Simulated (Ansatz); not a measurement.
Crystal: SiC (Moissanite 6H).

```
Si C
1.0
     3.09500    0.00000    0.00000
    -1.54750    2.68035    0.00000
     0.00000    0.00000   15.17000
Si C
6 6
Direct
  0.66667 0.33333 0.45830
  0.33333 0.66667 0.95830
  0.66667 0.33333 0.79170
  0.33333 0.66667 0.29170
  0.00000 0.00000 0.62500
  0.00000 0.00000 0.12500
  0.66667 0.33333 0.33330
  0.33333 0.66667 0.83330
  0.66667 0.33333 0.66670
  0.33333 0.66667 0.16670
  0.00000 0.00000 0.50000
  0.00000 0.00000 0.00000
```

* Program: Ansatz 0.2.0
* Task: relaxation of cell and atoms
* Functional: LDA
* Potentials or basis: Ansatz PAW
* Cutoff: 420 eV (not typed: the program's choice for these potentials)
* k mesh: 10 × 10 × 2
* Occupations: fermi-dirac, width 0.05 eV
* Spin: no spin polarisation

At the start: volume 10.49 Å³/atom.

Task: How do energy, volume and symmetry change on relaxing?

Result: It ends after 8 steps and the volume is 10.14 Å³/atom (-3.3 %); space group P6_3mc (No. 186, to 0.05 Å).

Step by step:
```csv
step,energy change (eV),largest force (eV/Å),volume (Å³)
1,0.0000,0.1437,125.85
2,-0.0833,0.0754,123.54
3,-0.1075,0.0134,121.63
4,-0.1073,0.0071,121.73
5,-0.1073,0.0002,121.73
6,-0.0984,0.0002,121.73
7,-0.0986,0.0001,121.66
8,-0.0985,0.0001,121.66
```

Final structure:
```yaml
crystal:
  lattice:
    - [3.05925, 0.00000, 0.00000]
    - [-1.52963, 2.64939, 0.00000]
    - [0.00000, 0.00000, 15.01070]
  atoms:
    - { symbol: Si, position: [0.66667, 0.33333, 0.45831] }
    - { symbol: Si, position: [0.33333, 0.66667, 0.95831] }
    - { symbol: Si, position: [0.66667, 0.33333, 0.79182] }
    - { symbol: Si, position: [0.33333, 0.66667, 0.29182] }
    - { symbol: Si, position: [0.00000, 0.00000, 0.62504] }
    - { symbol: Si, position: [0.00000, 0.00000, 0.12504] }
    - { symbol: C, position: [0.66667, 0.33333, 0.33332] }
    - { symbol: C, position: [0.33333, 0.66667, 0.83332] }
    - { symbol: C, position: [0.66667, 0.33333, 0.66683] }
    - { symbol: C, position: [0.33333, 0.66667, 0.16683] }
    - { symbol: C, position: [0.00000, 0.00000, 0.49969] }
    - { symbol: C, position: [0.00000, 0.00000, 0.99969] }
```

Caveat: the plane-wave basis is chosen anew once the cell has moved, so the energies of steps on either side of that aren't comparable; the pressure holds a Pulay correction of +0.4 GPa for the finite cutoff; the PAW data sets come from PBE, with cores solved anew for the run's functional, which leaves a small shift of forces and pressure.
